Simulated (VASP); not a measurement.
A convergence study with VASP on ZnTe (zinc blende): one setting is varied, all else stays as given below, so the limit is that of these other settings. ε∞ is the independent-particle value.

```
CELL_PARAMETERS angstrom
      0.00000     3.05000     3.05000
      3.05000     0.00000     3.05000
      3.05000     3.05000     0.00000
ATOMIC_POSITIONS crystal
  Zn 0.00000 0.00000 0.00000
  Te 0.25000 0.25000 0.25000
```

Calculation: PBE GGA, VASP's PBE PAW potentials (set 64) (plane waves; VASP). The tightest run used: 550 eV cut-off, 6×6×6 Γ-centred mesh, Gaussian smearing of 0.050 eV, potentials Zn Te.

**Question.** The settings run are NBANDS = 10; NBANDS = 11; NBANDS = 13; NBANDS = 17; NBANDS = 25; NBANDS = 41; NBANDS = 73; NBANDS = 137. From which on does the mean ε∞ stay within 0.3  of the tightest run?

**Answer.** From NBANDS = 13 on: it is off by 0.28 there and by no more than 0.3 in any finer run, while NBANDS = 11 is off by 1.18.
```tsv
setting	mean ε∞	bands	difference judged ()
NBANDS = 10	9.11	10	2.46
NBANDS = 11	10.39	11	1.18
NBANDS = 13	11.29	13	0.28
NBANDS = 17	11.48	17	0.09
NBANDS = 25	11.53	25	0.04
NBANDS = 41	11.55	41	0.02
NBANDS = 73	11.57	73	0.00
NBANDS = 137	11.57	137	0.00
```

Left out are rungs that failed or repeat a setting and relaxations that didn't move; long series are thinned to 24 rows.

The compound is ZnTe in the zinc blende structure. The cell was not relaxed at this level.
